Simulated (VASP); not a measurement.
# BaTiO3 (P4mm) in VASP: a series of runs, part 2 of 2

VASP 6.6.1. The steps go on from the part before.

### Step 3. Single point, PBE

Input file INCAR:

```
  ADDGRID = False
  ALGO = Normal
  EDIFF = 1E-7
  ENCUT = 460
  GGA = PE
  ISIF = 2
  ISMEAR = 0
  LASPH = True
  LCHARG = False
  LREAL = False
  LWAVE = False
  NELM = 100
  PREC = Accurate
  SIGMA = 0.05
```

Input file KPOINTS:

```
k-points
0
Gamma
  7 7 7
```

Input file POSCAR:

```
BaTiO3
1.0
    3.9998000000      0.0000000000      0.0000000000
    0.0000000000      3.9998000000      0.0000000000
    0.0000000000      0.0000000000      4.0180000000
Ba Ti O
1 1 3
Direct
    0.0000000000      0.0000000000      0.0000000000
    0.5000000000      0.5000000000      0.4900000000
    0.0000000000      0.5000000000      0.5170000000
    0.5000000000      0.0000000000      0.5170000000
    0.5000000000      0.5000000000      0.0190000000
```

Potentials or basis: VASP PAW PBE potentials, release 64 (Ba_sv, Ti_sv, O).

On the command line:

```console
$ cat potpaw_PBE.64/Ba_sv/POTCAR potpaw_PBE.64/Ti_sv/POTCAR potpaw_PBE.64/O/POTCAR > POTCAR
$ mpirun -np 1 vasp_std > vasp.out
```

OUTCAR:

```text
EDIFF = 1E-7
   ENCUT = 460
   GGA = PE
   ISIF = 2
   ISMEAR = 0
   LASPH = True
   LREAL = False
   NELM = 100
   PREC = Accurate

 Found     40 irreducible k-points:

 Following reciprocal coordinates:
            Coordinates               Weight
  0.000000  0.000000  0.000000      1.000000
  0.142857  0.000000  0.000000      4.000000
  0.285714  0.000000  0.000000      4.000000
  0.428571  0.000000  0.000000      4.000000
  0.142857  0.142857  0.000000      4.000000
  0.285714  0.142857  0.000000      8.000000
   k-points           NKPTS =     40   k-points in BZ     NKDIM =     40   number of bands    NBANDS=     24
   number of dos      NEDOS =    301   number of ions     NIONS =      5
   total plane-waves  NPLWV =  21952
   dimension x,y,z NGX =    28 NGY =   28 NGZ =   28
   dimension x,y,z NGXF=    56 NGYF=   56 NGZF=   56
   ions per type =               1   1   3
   NGX,Y,Z   is equivalent  to a cutoff of  11.64, 11.64, 11.59 a.u.
   NGXF,Y,Z  is equivalent  to a cutoff of  23.28, 23.28, 23.17 a.u.
 SYSTEM =  unknown system
   PREC   = accura    normal or accurate (medium, high low for compatibility)
   ISTART =      0    job   : 0-new  1-cont  2-samecut
   ICHARG =      2    charge: 1-file 2-atom 10-const
   ISPIN  =      1    spin polarized calculation?
   LNONCOLLINEAR =      F non collinear calculations
   LSORBIT =      F    spin-orbit coupling
   LASPH  =      T    aspherical Exc in radial PAW
   ENCUT  =  460.0 eV  33.81 Ry    5.81 a.u.   6.99  6.99  7.03*2*pi/ulx,y,z
   NELM   =    100;   NELMIN=  2; NELMDL= -5     # of ELM steps
   EDIFF  = 0.1E-06   stopping-criterion for ELM
   LREAL  =      F    real-space projection
   EDIFFG = 0.1E-05   stopping-criterion for IOM
   NSW    =      0    number of steps for IOM
   IBRION =     -1    ionic relax: 0-MD 1-quasi-New 2-CG
   NFREE  =      0    steps in history (QN), initial steepest desc. (CG)
   ISIF   =      2    stress and relaxation
   ISYM   =      2    0-nonsym 1-usesym 2-fastsym
   POTIM  = 0.5000    time-step for ionic-motion
   TEBEG  =    0.0;   TEEND  =   0.0 temperature during run
   PSTRESS=    0.0 pullay stress
   NELECT =      40.0000    total number of electrons
   NUPDOWN=      -1.0000    fix difference up-down
   EMIN   =  10.00;   EMAX   =-10.00  energy-range for DOS
   EFERMI =   0.00;   METHOD = LEGACY
   ISMEAR =     0;   SIGMA  =   0.05  broadening in eV -4-tet -1-fermi 0-gaus
   EFERMI_NEDOS =   21; number of points for ismear=-14 and -15
   IALGO  =     38    algorithm
   IMIX   =      4    mixing-type and parameters
     AMIX     =   0.40;   BMIX     =  1.00
     AMIX_MAG =   1.60;   BMIX_MAG =  1.00
  volume/ion in A,a.u.               =      12.86        86.76
  Fermi-wavevector in a.u.,A,eV,Ry     =   1.397653  2.641181 26.578078  1.953434
  Thomas-Fermi vector in A             =   2.520888
   LORBIT       =      0    0 simple, 1 ext, 2 COOP (PROOUT), +10 PAW based schemes
   GGA     = PE    functional components
   LHFCALC =     F    Hartree Fock is set to
   AEXX    =    0.0000 exact exchange contribution
   IVDW    =     0    specifies the selected vdW correction
   LEPSILON=     F    determine dielectric tensor
   LRPA    =     F    only Hartree local field effects (RPA)
 non-spin polarized calculation
 Gauss-broadening in eV      SIGMA  =   0.05
  energy-cutoff  :      460.00
  volume of cell :       64.28
 maximum number of plane-waves:      1453
 NGX is ok and might be reduce to    28
   NGX = 13   NGY = 13   NGZ = 15

 number of electron      40.0000031 magnetization

 Free energy of the ion-electron system (eV)
  ---------------------------------------------------
  ext. energy  EPLUGINS =         0.00000000
  ---------------------------------------------------
  free energy    TOTEN  =       -39.99044488 eV

  energy without entropy =      -39.99044488  energy(sigma->0) =      -39.99044488

 E-fermi :   4.0030     XC(G=0): -11.2419

 val. band max:        3.7507675049   @ k =   0.4286   0.4286   0.4286
 cond. band min:       5.6178958743   @ k =   0.0000   0.0000   0.0000
 fundamental gap:      1.8671283693
 Fermi energy:         4.0029629397

 k-point     1 :       0.0000    0.0000    0.0000
  band No.  band energies     occupation
      1     -52.7547      2.00000
      2     -28.9972      2.00000
      3     -28.9674      2.00000
      4     -28.9674      2.00000
      5     -21.0132      2.00000
      6     -13.0735      2.00000
[... 16 lines left out ...]
     23       5.8339      0.00000
     24       7.8097      0.00000

 k-point     2 :       0.1429    0.0000    0.0000
  band No.  band energies     occupation
      1     -52.7546      2.00000
      2     -28.9969      2.00000
      3     -28.9773      2.00000
      4     -28.9670      2.00000
      5     -20.9912      2.00000
      6     -13.0891      2.00000
[... 16 lines left out ...]
     23       6.0947      0.00000
     24       7.8795      0.00000

 k-point     3 :       0.2857    0.0000    0.0000
  band No.  band energies     occupation
      1     -52.7542      2.00000
      2     -28.9997      2.00000
      3     -28.9959      2.00000
      4     -28.9661      2.00000
      5     -20.9409      2.00000
      6     -13.1837      2.00000
[... 16 lines left out ...]
     23       6.7584      0.00000
     24       7.8798      0.00000

 k-point     4 :       0.4286    0.0000    0.0000
  band No.  band energies     occupation
      1     -52.7539      2.00000
      2     -29.0173      2.00000
      3     -28.9953      2.00000
      4     -28.9655      2.00000
      5     -20.8997      2.00000
      6     -13.2919      2.00000
[... 16 lines left out ...]
     23       7.2879      0.00000
     24       7.8718      0.00000

 k-point     5 :       0.1429    0.1429    0.0000
  band No.  band energies     occupation
      1     -52.7544      2.00000
      2     -28.9965      2.00000
      3     -28.9771      2.00000
      4     -28.9766      2.00000
      5     -20.9706      2.00000
      6     -13.0822      2.00000
[... 16 lines left out ...]
     23       6.2601      0.00000
     24       8.1517      0.00000

 k-point     6 :       0.2857    0.1429    0.0000
  band No.  band energies     occupation
      1     -52.7540      2.00000
      2     -28.9992      2.00000
      3     -28.9955      2.00000
      4     -28.9759      2.00000
      5     -20.9235      2.00000
      6     -13.1269      2.00000
[... 16 lines left out ...]
     23       6.8269      0.00000
     24       8.2141      0.00000

 [... further k-points ...]

------------------------ aborting loop because EDIFF is reached ----------------------------------------

  FORCE on cell =-STRESS in cart. coord.  units (eV):
  Direction    XX          YY          ZZ          XY          YZ          ZX
  --------------------------------------------------------------------------------------
  -------------------------------------------------------------------------------------
  Total        1.2470974      1.2470974      1.6232472      0.0000000     -0.0000000      0.0000000
  in kB       31.0831102     31.0831102     40.4584065      0.0000000     -0.0000000      0.0000000
  external PRESSURE =      34.2082090 kB  Pullay stress =       0.0000000 kB

 VOLUME and BASIS-vectors are now :
 -----------------------------------------------------------------------------
  energy-cutoff  :      460.00
  volume of cell :       64.28
      direct lattice vectors                 reciprocal lattice vectors
     3.999800000  0.000000000  0.000000000     0.250012501  0.000000000  0.000000000
     0.000000000  3.999800000  0.000000000     0.000000000  0.250012501  0.000000000
     0.000000000  0.000000000  4.018000000     0.000000000  0.000000000  0.248880040

 POSITION                                       TOTAL-FORCE (eV/Angst)
 -----------------------------------------------------------------------------------
      0.00000      0.00000      0.00000        -0.000000     -0.000000      0.075450
      1.99990      1.99990      1.96882        -0.000000     -0.000000     -0.114477
      0.00000      1.99990      2.07731         0.000000     -0.000000     -0.117303
      1.99990      0.00000      2.07731        -0.000000     -0.000000     -0.117303
      1.99990      1.99990      0.07634        -0.000000      0.000000      0.273634
 -----------------------------------------------------------------------------------
    total drift:                                0.000000      0.000000      0.000246

  FREE ENERGIE OF THE ION-ELECTRON SYSTEM (eV)
  ---------------------------------------------------
  free  energy   TOTEN  =       -39.9904448846 eV

  energy  without entropy=      -39.9904448846  energy(sigma->0) =      -39.99044488
```

stdout:

```text
POSCAR found type information on POSCAR BaTiO
 POSCAR found :  3 types and       5 ions
 scaLAPACK will be used
 LDA part: xc-table for (Slater+PW92), standard interpolation
 POSCAR, INCAR and KPOINTS ok, starting setup
 FFT: planning ... GRIDC
 FFT: planning ... GRID_SOFT
 FFT: planning ... GRID
 WAVECAR not read
 entering main loop
```

Run time: 96 s. Hardware: 1 thread of Intel Xeon Platinum 8175M at 2.50GHz (Skylake/Cascade Lake), shared host; peak memory 0.19 GiB.

These settings aren't checked as converged: the numbers below hold their error.

What came out:

```
Free energy            : -39.9904 eV
Pressure               : 3.4 GPa
Largest force          : 0.274 eV/Å
Band gap on the k mesh : 1.87 eV, indirect (least direct gap 2.06 eV)
```

Caveat: the cutoff is under 1.25 times the usual one of these potentials, so pressure, stress and relaxed cells hold a basis-set (Pulay) error; spin-orbit coupling is left out, which moves the levels of the heavy elements; an odd mesh through Γ misses points on the zone boundary, where band edges often lie.

### Step 4. Single point, PBE

Edit INCAR of step 3 so:

```diff
@@ -3,3 +3,3 @@
   EDIFF = 1E-7
-  ENCUT = 460
+  ENCUT = 520
   GGA = PE
@@ -12,3 +12,3 @@
   NELM = 100
-  PREC = Accurate
+  PREC = Low
   SIGMA = 0.05
```

KPOINTS is that of step 3.

POSCAR is that of step 3.

On the command line:

```console
$ cat potpaw_PBE.64/Ba_sv/POTCAR potpaw_PBE.64/Ti_sv/POTCAR potpaw_PBE.64/O/POTCAR > POTCAR
$ mpirun -np 1 vasp_std > vasp.out
```

It took 41 s on 1 thread of Intel Xeon Platinum 8175M at 2.50GHz (Skylake/Cascade Lake), shared host; peak memory 0.16 GiB.

The run converged, but some of its settings lie outside the range that counts as converged, so its numbers aren't taken as properties of the crystal.

What came out:

```
Free energy            : -39.9892 eV
Pressure               : 4.2 GPa
Largest force          : 0.271 eV/Å
Band gap on the k mesh : 1.87 eV, indirect (least direct gap 2.06 eV)
```

Caveat: spin-orbit coupling is left out, which moves the levels of the heavy elements; an odd mesh through Γ misses points on the zone boundary, where band edges often lie.
